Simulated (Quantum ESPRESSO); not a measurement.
W: phonons at N under several settings

```xyz
1
Lattice="-1.5823 1.5823 1.5823 1.5823 -1.5823 1.5823 1.5823 1.5823 -1.5823" Properties=species:S:1:pos:R:3 pbc="T T T"
W     0.0000    0.0000    0.0000
```

All runs used Quantum ESPRESSO 7.5; potentials GBRV 1.5 PBEsol; k mesh 8 × 8 × 8; no spin polarisation; cutoff 762 eV; occupations cold, width 0.2 eV.

```tsv
level	geometry	volume (Å³/atom)	pressure (GPa)	frequencies (cm⁻¹)
PBEsol	relaxed at 0 GPa	15.73	0.0	121 159 212
PBEsol	relaxed at 2 GPa	?	2.0	?
PBEsol	relaxed at 5 GPa	15.51	5.0	126 161 218
PBEsol	relaxed at 15 GPa	15.10	15.0	136 165 227
```

**Question.** What stands in the row left open?

**Answer.** Volume 15.64 Å³/atom; frequencies 123 160 214 cm⁻¹.

Caveats: the mesh is thin for the phonons of a metal; the cell is more than 3 GPa from zero pressure, which shifts response properties (some runs).

For the row left open. Caveat: the k mesh is coarse; the mesh is thin for the phonons of a metal.
